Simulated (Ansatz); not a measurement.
System: α-phase Li3N. Method: dielectric-dependent PBEsol hybrid (PAW; Ansatz, an electronic-structure program).

Run with plane-wave cutoff 460 eV, 9×9×6 k mesh (along the axes of the cell as run), Fermi–Dirac smearing 0.01 eV, scalar-relativistic PAW data made under PBE.

Cell (relaxed with PBEsol):

```
CELL_PARAMETERS angstrom
      3.60714     0.00000     0.00000
     -1.80357     3.12388     0.00000
      0.00000     0.00000     3.84446
ATOMIC_POSITIONS crystal
  Li 0.00000 0.00000 0.50000
  Li 0.33333 0.66667 0.00000
  Li 0.66667 0.33333 0.00000
  N  0.00000 0.00000 0.00000
```

Question: What does this level give for the band gap?

Answer: 
* **band gap**: 2.14 eV (on the SCF k mesh)

Measured, for comparison: band gap 2.15 eV (4 K, zero-point motion not removed, indirect, optical absorption, E parallel c; as tabulated in Brendecke and Bludau (1979), doi:10.1063/1.326533).

Note: cell and atoms aren't relaxed at this level (pressure -0.8 GPa).

Static lattice: no zero-point or thermal effects.

Computing time: roughly 110 core-seconds.
